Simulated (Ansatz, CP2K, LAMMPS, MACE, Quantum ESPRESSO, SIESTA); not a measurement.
# Amorphous TiO2 at 3.55 g/cm³ (84 atoms): relaxed, then solved by several programs

Aim: relax amorphous TiO2 at 3.55 g/cm³ (84 atoms), then compare forces, pressure and levels from several programs at that geometry.

All numbers are calculated, not measured.

## Step 1: The cell

The cell holds 84 atoms (28 Ti and 56 O), with edges of 10.15, 10.15 and 10.15 Å. Recipe: 84 atoms (28 Ti, 56 O) placed at random at 3.55 g/cm³, melted at 5000 K for 10 ps at fixed volume with the Morse and Coulomb pair potential with partial charges (Pedone, Malavasi, Menziani, Cormack and Segre, J. Phys. Chem. B 110, 11780 (2006)). Quenched from 5000 K to 300 K at 50 K/ps and fixed volume, held 5 ps, then minimised at fixed cell. Then the atoms were relaxed with MACE MPA-0 medium in the fixed cell. Then the atoms were relaxed with CP2K double zeta, PBE.

## Step 2: The relaxation

CP2K double zeta (DZVP-MOLOPT-SR, GTH-PBE potentials, 640 Ry; k-points Γ) took 18 geometry steps and reached its thresholds. It started from the geometry that MACE MPA-0 medium had relaxed.

Run time: 18 min. Hardware: 4 MPI ranks of Arm Neoverse V2, shared host; peak memory 3.3 GiB.

```csv
,before,after
energy (meV/atom),0,-2.1
Ti-O bonds under 2.68 Å,144 at 1.943 Å,144 at 1.944 Å
```

Atoms moved by 0.04 Å r.m.s. and 0.12 Å at most, with the common shift taken off.

## Step 3: Structure of the relaxed cell

Density 3.55 g/cm³, 12.45 Å³ an atom.

Pair distribution functions g(r), in bins of 0.2 Å:

```csv
r (Å),total,O-O,O-Ti,Ti-Ti
1.70,0.49,0.00,1.09,0.00
1.90,3.00,0.00,6.74,0.00
2.10,0.84,0.00,1.89,0.00
2.30,0.23,0.00,0.51,0.00
2.50,0.47,1.01,0.05,0.00
2.70,1.06,2.38,0.00,0.00
2.90,1.44,3.05,0.15,0.12
3.10,1.01,1.64,0.35,1.10
3.30,1.05,1.08,0.58,2.80
3.50,1.04,0.50,1.02,3.26
3.70,0.93,0.52,1.16,1.63
3.90,0.94,0.67,1.31,0.62
4.10,1.01,0.66,1.50,0.45
4.30,1.06,0.67,1.54,0.74
4.50,0.95,0.60,1.42,0.52
4.70,1.14,1.04,1.19,1.29
4.90,0.98,1.16,0.79,1.02
```

Bonds by pair of elements; cutoffs follow the first minimum of g(r), held within bounds set by covalent radii, and pairs that aren't listed don't count as bonded:

```csv
pair A-B,cutoff (Å),bonds,mean length (Å),spread (Å),shortest (Å),B about A,A about B
O-Ti,2.68,144,1.94,0.148,1.76,2.57,5.14
```

How many atoms have how many bonded neighbours:

```csv
element,mean,2,3,4,5,6
O,2.57,26,28,2,0,0
Ti,5.14,0,0,6,12,10
```

Bond angles (no mean is given where the spread exceeds 20°):

```csv
angle,count,mean (°),spread (°)
O-Ti-O,306,-,-
Ti-O-Ti,122,-,-
```

Bond length by coordination (bonds to H left out):

```csv
element,coordination,atoms,mean bond length (Å)
O,2,26,1.83
O,3,28,2.00
O,4,2,2.12
Ti,4,6,1.83
Ti,5,12,1.94
Ti,6,10,2.00
```

Rings of the network by King's shortest-path rule, up to 12 atoms, one path for each pair of neighbours; H, halogens, alkali and alkaline-earth atoms are left out, and the last column divides by all other atoms, bonded or not:

```csv
ring size (atoms),rings,per network atom
4,20,0.238
6,35,0.417
8,77,0.917
10,38,0.452
12,12,0.143
```

For some of the pairs, g(r) has its first main peak near 2.8 Å (O-O), 1.9 Å (O-Ti) and 3.5 Å (Ti-Ti). With the cutoffs above, 50 % of O atoms have 3 and 43 % of Ti atoms have 5 bonded neighbours. Bonds at O atoms with 2 neighbours average 1.83 Å, against 2.00 Å at those with 3. Rings of 8 atoms are the most common (42 % of those counted); sizes run from 4 to 12, where the search stops.

## Step 4: The plane-wave reference

Quantum ESPRESSO 7.5: Kohn-Sham DFT, PBE, SSSP efficiency 1.3.0 pseudopotentials, plane waves. Its input for the relaxed cell:

```
&control
  calculation = 'scf'
  pseudo_dir = './pseudo'
  outdir = './tmp'
  disk_io = 'none'
  tprnfor = .true.
  tstress = .true.
/
&system
  ibrav = 0
  nat = 84
  ntyp = 2
  ecutwfc = 60
  ecutrho = 480
  nosym = .true.
  occupations = 'smearing'
  smearing = 'fd'
  degauss = 0.003675
/
&electrons
  conv_thr = 4.2e-07
  electron_maxstep = 100
  mixing_beta = 0.4
  mixing_mode = 'plain'
  diagonalization = 'david'
/
ATOMIC_SPECIES
Ti 47.867 Ti.upf
O 15.999 O.upf
CELL_PARAMETERS angstrom
10.15110 0.00000 0.00000
0.00000 10.15110 0.00000
0.00000 0.00000 10.15110
ATOMIC_POSITIONS crystal
Ti 0.06854 0.27960 0.07871
Ti 0.53950 0.41116 0.66863
Ti 0.83267 0.32368 0.75284
[... 79 atom lines left out ...]
O 0.00612 0.16883 0.47567
O 0.53652 0.62497 0.31944
K_POINTS gamma
```

Wall time 3.3 min (4 MPI ranks of Arm Neoverse V2, shared host); peak memory 3.6 GiB; 13 min of CPU time.

## Step 5: All levels at this geometry

CPU times are from a shared host and are rough.

```
            level                    basis or training data  k-points  own r.m.s. force (meV/Å)  difference from the reference (meV/Å)  pressure (GPa)  Kohn-Sham gap (eV)  CPU time  memory (GiB)
          QE, PBE   plane waves, SSSP efficiency, 60/480 Ry         Γ                        39                                      -            0.72                2.70    13 min           3.6
  SIESTA DZP, PBE  DZP orbitals, shift 0.01 Ry, mesh 400 Ry         Γ                        60                                     72            0.95                2.51   4.4 min           1.9
MACE MPA-0 medium        trained on PBE(+U) plane-wave data         -                       109                                    106            2.51                   -     6.9 s           1.1
```

The gap is the spacing of the highest filled and lowest empty Kohn-Sham level on the mesh; a dash marks partly filled levels, a spacing under 0.15 eV or a method without such levels.

## Step 6: Findings

Relaxation in the fixed cell lowers the energy by 2 meV/atom at its own level and moves atoms by up to 0.12 Å. The reference finds an r.m.s. force of 39 meV/Å there and a pressure of 0.72 GPa, at a geometry that CP2K double zeta made. Forces differ from the reference's by 72 meV/Å (SIESTA DZP, PBE) and 106 meV/Å (MACE MPA-0 medium).

CP2K double zeta is at its own minimum here, so the reference's force is itself a measure of how the two differ. Pressures lie +1.8 GPa (MACE MPA-0 medium) and +0.2 GPa (SIESTA DZP, PBE) from the reference's. The highest filled and lowest empty levels lie 2.70 eV apart in the reference, against 2.51 eV in SIESTA DZP, PBE. With the cutoffs above, 50 % of O atoms have 3 and 43 % of Ti atoms have 5 bonded neighbours. Rings of 8 atoms are the most common (42 % of those counted); sizes run from 4 to 12, where the search stops.

**Limits.** The density was set by the recipe and held. One sample of a disordered cell; defect or tail levels can set the gap. Gaps are read on the mesh, which holds the band edges only if they fold onto it, and semilocal functionals tend to put them under measured ones. The quench rate of 50 K/ps is many orders above laboratory rates, so the cell is likely richer in defects and strain than a real sample. The reference samples only Γ, in a cell whose shortest periodic width is 10 Å. The plane-wave runs aren't exact: their cutoffs and mesh weren't converged further here. SIESTA's automatically made basis is far from complete, and its potentials were converted by us (checked for H, C, O, Si, Ge and Ca alone). Where levels are smeared, the DFT runs use Fermi–Dirac occupations at 580 K (0.05 eV), and energies are free energies.

[Logs are printed without paths, hosts, clocks, repeated set-up lines and the standing remarks that a program may print on its own settings, such as how far it seeks lower states.]

[Hosts, paths, dates, database ids (printed as entryN), source tags and the programs' standing remarks are cut or masked in the printed files.]
